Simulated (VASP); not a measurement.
# W (Im-3m) in VASP: a series of runs, part 2 of 2

VASP 6.6.1.

**6. Single point, PBE (a relaxed cell with its volume scaled by 1.09)**

INCAR

```
  ALGO = Normal
  EDIFF = 1E-7
  ENCUT = 520
  GGA = PE
  ISIF = 2
  ISMEAR = 0
  LASPH = True
  LCHARG = False
  LREAL = False
  LWAVE = False
  NBANDS = 13
  NELM = 60
  PREC = Accurate
  SIGMA = 1.0
```

KPOINTS

```
k-points
0
Gamma
  18 18 18
```

POSCAR

```
W                                       
1.0
   -1.6409157460      1.6409157460      1.6409157460
    1.6409157460     -1.6409157460      1.6409157460
    1.6409157460      1.6409157460     -1.6409157460
  W             
     1
Direct
     0.0000000000000000    0.0000000000000000    0.0000000000000000
```

Potentials or basis: VASP PAW PBE potentials, release 64 (W_sv).

Command:

```sh
$ cat potpaw_PBE.64/W_sv/POTCAR > POTCAR
$ mpirun -np 1 vasp_std > vasp.out
```

OUTCAR:

```text
EDIFF = 1E-7
   ENCUT = 520
   GGA = PE
   ISIF = 2
   ISMEAR = 0
   LASPH = True
   LREAL = False
   NELM = 60
   PREC = Accurate

 ion  position               nearest neighbor table
   1  0.000  0.000  0.000-

  LATTYP: Found a body centered cubic cell.
 ALAT       =     3.2818314920

  Lattice vectors:

 A1 = (  -1.6409157460,   1.6409157460,   1.6409157460)
 A2 = (   1.6409157460,  -1.6409157460,   1.6409157460)
 A3 = (   1.6409157460,   1.6409157460,  -1.6409157460)

Analysis of symmetry for initial positions (statically):
=====================================================================
 Subroutine PRICEL returns:
 Original cell was already a primitive cell.

 Routine SETGRP: Setting up the symmetry group for a
 body centered cubic supercell.

 Subroutine GETGRP returns: Found 48 space group operations
 (whereof 48 operations were pure point group operations)
 out of a pool of 48 trial point group operations.

The static configuration has the point symmetry O_h .

Analysis of symmetry for dynamics (positions and initial velocities):
=====================================================================
 Subroutine PRICEL returns:
 Original cell was already a primitive cell.

 Routine SETGRP: Setting up the symmetry group for a
 body centered cubic supercell.

 Subroutine GETGRP returns: Found 48 space group operations
 (whereof 48 operations were pure point group operations)
 out of a pool of 48 trial point group operations.

The dynamic configuration has the point symmetry O_h .

 Subroutine INISYM returns: Found 48 space group operations
 (whereof 48 operations are pure point group operations),
 and found     1 'primitive' translations

----------------------------------------------------------------------------------------

                                     Primitive cell

  volume of cell :      17.6733

[... 112 lines left out ...]
   LHFCALC =     F    Hartree Fock is set to
   AEXX    =    0.0000 exact exchange contribution
   IVDW    =     0    specifies the selected vdW correction
   LEPSILON=     F    determine dielectric tensor
   LRPA    =     F    only Hartree local field effects (RPA)
 non-spin polarized calculation
 Gauss-broadening in eV      SIGMA  =   1.00
  energy-cutoff  :      520.00
  volume of cell :       17.67
 maximum number of plane-waves:       490
 NGX is ok and might be reduce to    24
   NGX = 11   NGY = 11   NGZ = 11

 number of electron      14.0000001 magnetization

 Free energy of the ion-electron system (eV)
  ---------------------------------------------------
  ext. energy  EPLUGINS =         0.00000000
  ---------------------------------------------------
  free energy    TOTEN  =       -12.97748439 eV

  energy without entropy =      -12.66107455  energy(sigma->0) =      -12.81927947

 E-fermi :   9.8360     XC(G=0): -13.0301

 val. band max:        9.8289798935   @ k =  -0.2778   0.2778   0.1667
 cond. band min:       9.8465614568   @ k =  -0.1667   0.2222   0.1111
 fundamental gap:      0.0175815634
 Fermi energy:         9.8360409993

 k-point     1 :       0.0000    0.0000    0.0000
  band No.  band energies     occupation
      1     -64.3646      2.00000
      2     -28.0644      2.00000
      3     -28.0644      2.00000
      4     -28.0644      2.00000
      5       0.9078      2.00000
      6       8.8855      1.82113
      7       8.8855      1.82113
      8       8.8855      1.82113
      9      11.9542      0.00274
     10      11.9542      0.00274
     11      24.1857      0.00000
     12      24.1857      0.00000
     13      24.1857      0.00000
[... 354 lines left out ...]
  band No.  band energies     occupation
      1     -64.2825      2.00000
      2     -28.9031      2.00000
      3     -28.3837      2.00000
      4     -28.1062      2.00000
      5       4.7052      2.00000
      6       6.9897      1.99994
      7       9.2387      1.60178
      8      11.7071      0.00814
      9      12.8278      0.00002
     10      15.4672      0.00000
     11      19.3732      0.00000
     12      21.9555      0.00000
     13      25.2038      0.00000

 [... further k-points ...]

------------------------ aborting loop because EDIFF is reached ----------------------------------------

  FORCE on cell =-STRESS in cart. coord.  units (eV):
  Direction    XX          YY          ZZ          XY          YZ          ZX
  --------------------------------------------------------------------------------------
  -------------------------------------------------------------------------------------
  Total       -2.3338159     -2.3338159     -2.3338159      0.0000000      0.0000000     -0.0000000
  in kB     -211.5720707   -211.5720707   -211.5720707      0.0000000      0.0000000     -0.0000000
  external PRESSURE =    -211.5720707 kB  Pullay stress =       0.0000000 kB

 VOLUME and BASIS-vectors are now :
 -----------------------------------------------------------------------------
  energy-cutoff  :      520.00
  volume of cell :       17.67
      direct lattice vectors                 reciprocal lattice vectors
    -1.640915746  1.640915746  1.640915746     0.000000000  0.304707905  0.304707905
     1.640915746 -1.640915746  1.640915746     0.304707905  0.000000000  0.304707905
     1.640915746  1.640915746 -1.640915746     0.304707905  0.304707905  0.000000000

 POSITION                                       TOTAL-FORCE (eV/Angst)
 -----------------------------------------------------------------------------------
      0.00000      0.00000      0.00000         0.000000     -0.000000      0.000000
 -----------------------------------------------------------------------------------
    total drift:                                0.000000      0.000000      0.000000

  FREE ENERGIE OF THE ION-ELECTRON SYSTEM (eV)
  ---------------------------------------------------
  free  energy   TOTEN  =       -12.9774843882 eV

  energy  without entropy=      -12.6610745482  energy(sigma->0) =      -12.81927947
```

OSZICAR:

```text
N       E                     dE             d eps       ncg     rms          rms(c)
DAV:   1     0.849286681756E+02    0.84929E+02   -0.74641E+03  5086   0.120E+03
DAV:   2    -0.119482147792E+02   -0.96877E+02   -0.93035E+02  5720   0.314E+02
DAV:   3    -0.136608746397E+02   -0.17127E+01   -0.17052E+01  5595   0.405E+01
DAV:   4    -0.136688407199E+02   -0.79661E-02   -0.79659E-02  5525   0.305E+00
DAV:   5    -0.136689163199E+02   -0.75600E-04   -0.75602E-04  5635   0.282E-01    0.170E+01
DAV:   6    -0.131076858974E+02    0.56123E+00   -0.52267E-01  5225   0.927E+00    0.608E+00
DAV:   7    -0.129813492052E+02    0.12634E+00   -0.22807E-01  5595   0.577E+00    0.804E-01
DAV:   8    -0.129775115197E+02    0.38377E-02   -0.42462E-03  5155   0.826E-01    0.907E-02
DAV:   9    -0.129774884158E+02    0.23104E-04   -0.13646E-04  5790   0.140E-01    0.431E-02
DAV:  10    -0.129774838532E+02    0.45626E-05   -0.12752E-05  5270   0.467E-02    0.862E-03
DAV:  11    -0.129774845825E+02   -0.72929E-06   -0.29659E-07  5349   0.600E-03    0.591E-04
DAV:  12    -0.129774843776E+02    0.20488E-06   -0.70499E-09  2840   0.103E-03    0.130E-04
DAV:  13    -0.129774843882E+02   -0.10567E-07   -0.79044E-10  2585   0.370E-04
   1 F= -.12977484E+02 E0= -.12819279E+02  d E =-.316410E+00
```

It took 29 s on 1 thread of Intel Xeon Platinum 8488C (Sapphire Rapids), shared host; peak memory 0.17 GiB.

Results:

* Free energy: -12.9775 eV
* Pressure: -21.2 GPa
* Band gap on the k mesh: none (metal or under the smearing width)

**7. The runs side by side**

```csv
cell,gap on the mesh (eV),pressure (GPa)
a relaxed cell with its volume scaled by 1.03,none,-8.2
a relaxed cell with its volume scaled by 0.94,none,21.0
a relaxed cell with its volume scaled by 1.06,none,-15.2
a relaxed cell with its volume scaled by 0.91,none,34.2
a relaxed cell with its volume scaled by 1.09,none,-21.2
```

Alike in all rows: task single point; level PBE; potentials or basis VASP PAW PBE potentials, release 64 (W_sv); no spin polarisation; k mesh 18 × 18 × 18; cutoff (eV) 520; smearing gaussian 1 eV.

Absolute energies hang on the potentials; compare differences alone.
